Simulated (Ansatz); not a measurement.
**SiNi (P2_13), ideal shear of a crystal plane**

These are results of Ansatz, DFT PBEsol, scalar-relativistic, plane waves, PAW, not measurements. The runs took a 420 eV cutoff, a Γ-centred 9×9×5 mesh and Gaussian smearing (0.15 eV). No spin polarisation. A magnetic state may lie lower. Energies are free energies at this smearing, counted from the undisturbed cell; pressure is positive in compression.

Reference structure (relaxed at this level; this form isn't the usual structure):

```xyz
16
Lattice="0.0000 -4.4680 0.0000 0.0000 0.0000 -4.4680 8.9360 0.0000 0.0000" Properties=species:S:1:pos:R:3 pbc="T T T"
Si    1.5480   -0.6860   -0.6860
Si    6.0160   -0.6860   -0.6860
Si    0.6860   -3.7820   -2.9200
Si    5.1540   -3.7820   -2.9200
Si    8.2500   -1.5480   -3.7820
Si    3.7820   -1.5480   -3.7820
Si    7.3880   -2.9200   -1.5480
Si    2.9200   -2.9200   -1.5480
Ni    7.3677   -3.8023   -3.8023
Ni    2.8997   -3.8023   -3.8023
Ni    8.2703   -0.6657   -1.5683
Ni    3.8023   -0.6657   -1.5683
Ni    0.6657   -2.8997   -0.6657
Ni    5.1337   -2.8997   -0.6657
Ni    1.5683   -1.5683   -2.8997
Ni    6.0363   -1.5683   -2.8997
```

The cut lies on the cell's a–b face, a (1 0 0) plane (indices in the standard cell, whose axes needn't be the Cartesian ones shown) of area 19.96 Å², between layers 1.33 Å apart. Vector c is tilted by f times 1·a + 0·b (length 4.468 Å) with the atoms' Cartesian places fixed: one unrelaxed fault a cell. The traction is dγ/du, the slope of γ against the slip u in Å. Some rows repeat others by symmetry and weren't run.

| f | γ (mJ/m²) | traction (GPa) |
| --- | --- | --- |
| 0.0000 | 0 | 0.0 |
| 0.1000 | 439 | 20.3 |
| 0.2000 | 1963 | 50.3 |
| 0.3000 | 5043 | 86.1 |
| 0.4000 | 9094 | 83.0 |
| 0.5000 | 11184 | 0.0 |
| 0.6000 | 9094 | -83.0 |
| 0.7000 | 5043 | -86.1 |
| 0.8000 | 1963 | -50.3 |
| 0.9000 | 439 | -20.3 |

Question: Read off the first barrier and the stress needed to climb it, and compare with Frenkel's sinusoid.

Answer: The first sampled maximum lies at f = 0.500, a slip of 2.23 Å, with γ ≈ 11184 mJ/m², which stands in for the unstable fault energy γ_us, and the steepest sampled slope before it is 86.1 GPa. A sinusoid γ = γ_us sin²(πu/λ) with its maximum there has λ = 4.47 Å and a largest slope πγ_us/λ = 78.6 GPa (1 mJ/m² per Å = 0.01 GPa). The stand-in is too high: the stress and forces give a traction of 207.4 GPa across the line at this point, so it is no saddle, and slip that bends off the line crosses lower.

Question: Is there a metastable fault on this line?

Answer: Apart from points where γ returns to about zero, no local minimum shows among the samples, so at this sampling the line offers no fault for a dislocation to split on; a fault can still lie off the line.

The cut is rigid; relaxing the faces lowers these energies and usually the stresses.

In a metal these slopes depend on the k mesh and the smearing.

Cost: 6 runs of about 15 core-minutes in all, on AMD EPYC 9R45 (Zen 5) (shared hosts).